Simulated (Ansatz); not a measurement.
## BaTe (rocksalt): G0W0 against its settings

BaTe (rocksalt), relaxed with r2SCAN; one-shot G0W0 in Ansatz without spin-orbit coupling. Spin-unpolarised throughout; all numbers are computed.

```cif
data_structure
_symmetry_space_group_name_H-M 'Fm-3m'
_symmetry_Int_Tables_number 225
_cell_length_a 7.0648
_cell_length_b 7.0648
_cell_length_c 7.0648
_cell_angle_alpha 90.000
_cell_angle_beta 90.000
_cell_angle_gamma 90.000
_cell_volume 352.61
loop_
_atom_site_label
_atom_site_type_symbol
_atom_site_symmetry_multiplicity
_atom_site_Wyckoff_symbol
_atom_site_fract_x
_atom_site_fract_y
_atom_site_fract_z
_atom_site_occupancy
Ba1 Ba 4 a 0.00000 0.00000 0.00000 1
Te1 Te 4 b 0.50000 0.00000 0.00000 1
```

Gaps are read over the mesh points alone. G0W0 values are finite-basis, finite-mesh values.

| start | potentials | frequency model | mesh | empty bands | screening cutoff (eV) | Kohn-Sham gap (eV) | G0W0 gap (eV) | rough cost |
| --- | --- | --- | --- | --- | --- | --- | --- | --- |
| PBE | PAW | contour deformation | 4×4×4 | 143 | 80 | 1.65 | 2.55 | 30 core-seconds |
| PBE | PAW | contour deformation | 4×4×4 | 331 | 140 | 1.65 | 2.67 | 2.4 core-minutes |
| PBE | PAW | contour deformation | 4×4×4 | 609 | 210 | 1.65 | 2.72 | 11 core-minutes |
| HSE06 | PAW | contour deformation | 4×4×4 | 331 | 140 | 2.35 | 3.03 | 7 core-minutes |
| LDA | PAW | contour deformation | 4×4×4 | 331 | 140 | 1.53 | 2.59 | 2.2 core-minutes |
| r2SCAN | PAW | contour deformation | 4×4×4 | 331 | 140 | 2.00 | 2.90 | 2.8 core-minutes |
| PBE | PAW | Godby-Needs pole | 4×4×4 | 331 | 140 | 1.65 | 2.63 | 2.4 core-minutes |
| PBE | PAW | contour deformation | 6×6×6 | 143 | 80 | 1.65 | 2.57 | 2.8 core-minutes |
| PBE | norm-conserving | contour deformation | 4×4×4 | 331 | 140 | 1.65 | 2.66 | 5 core-minutes |

G0W0 moves the gap on the mesh from 1.65 eV (PBE) to 2.72 eV (Γ to X). Renormalisation factors Z lie between 0.74 and 0.79.

Raising bands and cutoff together moves the gap by +0.12 eV (80 to 140 eV), then +0.05 eV (140 to 210 eV); the last step is still large, so the basis limit isn't reached. Starting from HSE06 (2.35 eV against PBE's 1.65 eV) gives 3.03 eV, +0.36 eV from G0W0@PBE at the same screening cutoff. Starting from LDA (1.53 eV against PBE's 1.65 eV) gives 2.59 eV, -0.08 eV from G0W0@PBE at the same screening cutoff. Starting from r2SCAN (2.00 eV against PBE's 1.65 eV) gives 2.90 eV, +0.23 eV from G0W0@PBE at the same screening cutoff. The Godby-Needs plasmon pole differs from contour deformation by -0.04 eV. A 6×6×6 mesh in place of 4×4×4 changes the opening over PBE by +0.01 eV (the gap on the mesh by +0.02 eV). Norm-conserving potentials (wave cutoff 1120 eV against 420 eV) shift the quasiparticle gap by -0.01 eV and the PBE gap by 0.00 eV. r2SCAN runs take a wave cutoff of 500 eV.
